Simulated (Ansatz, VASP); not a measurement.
## Ti: VASP beside Ansatz

```
CELL_PARAMETERS angstrom
-1.45222 1.45222 2.27389
1.45222 -1.45222 2.27389
1.45222 1.45222 -2.27389
ATOMIC_POSITIONS crystal
Ti 0.00000 0.00000 0.00000
```

Alike in both runs: task single point; functional PBEsol; k mesh 22 × 22 × 22; occupations gaussian, width 0.15 eV; no spin polarisation.

|  | VASP | Ansatz |
| --- | --- | --- |
| version | VASP 6.6.1 | Ansatz 0.2.0 |
| potentials or method | VASP PAW PBE potentials, release 64 (Ti_sv) | scalar-relativistic, plane waves, PAW |
| plane-wave cutoff (eV) | 520 | 520 |
| valence electrons in the cell | 12 | 12 |

VASP gave:

| Quantity | Value |
| --- | --- |
| gap on the k mesh at the Fermi level (eV) | none |
| pressure (GPa) | -12.7 |
| largest component of the traceless stress (GPa) | 2.08 |

Task: Which values does Ansatz return?

Result: gap on the k mesh at the Fermi level (eV): none; pressure (GPa): -12.6; largest component of the traceless stress (GPa): 2.09.

A gap of «none» marks a metal or a gap that the smearing closes. Ansatz warned: «pseudo_functional_mismatch».

Caveats: the PAW data sets were made with another functional, which shifts forces and pressure a little (VASP).
